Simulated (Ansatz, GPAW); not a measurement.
# Pt: 3 runs at one level of theory

```
Pt
1.0
    -1.58422    1.58422    1.58422
     1.58422   -1.58422    1.58422
     1.58422    1.58422   -1.58422
Pt
1
Direct
  0.00000 0.00000 0.00000
```

This isn't the form of Pt at room conditions, which is fcc.

Alike in all runs: task single point; functional LDA; k mesh 12 × 12 × 12; occupations gaussian, width 0.05 eV; no spin polarisation; no spin-orbit coupling. LDA stands for any of its common fits. Pressure is positive in compression and, in plane waves, holds the error of the finite cutoff, which Ansatz's Pulay term estimates and takes out.

```csv
program and potentials,plane-wave cutoff (eV),notes,band gap (eV),pressure (GPa)
"Ansatz, Ansatz PAW",420,"potentials made for PBE, which Ansatz adapts in part; 18 valence electrons an atom on average; Pulay term of +0.04 GPa included",no gap,-16.23
"Ansatz, all-electron LAPW, scalar-relativistic",-,-,no gap,-16.23
"GPAW, the program's PAW data sets (release 1.2.1) made for this functional",600,16 valence electrons an atom on average,no gap,-17.00
```

None finds a gap. The pressure spans -17.00 (GPAW, the program's PAW data sets (release 1.2.1) made for this functional) to -16.23 GPa (Ansatz, all-electron LAPW, scalar-relativistic), with all-electron results at -16.23. The cell lies far from this level's equilibrium.

Differences between rows come from potentials, basis sets and numerical settings, since the functional is the same but for its coding. Runs on potential files found faulty are left out.
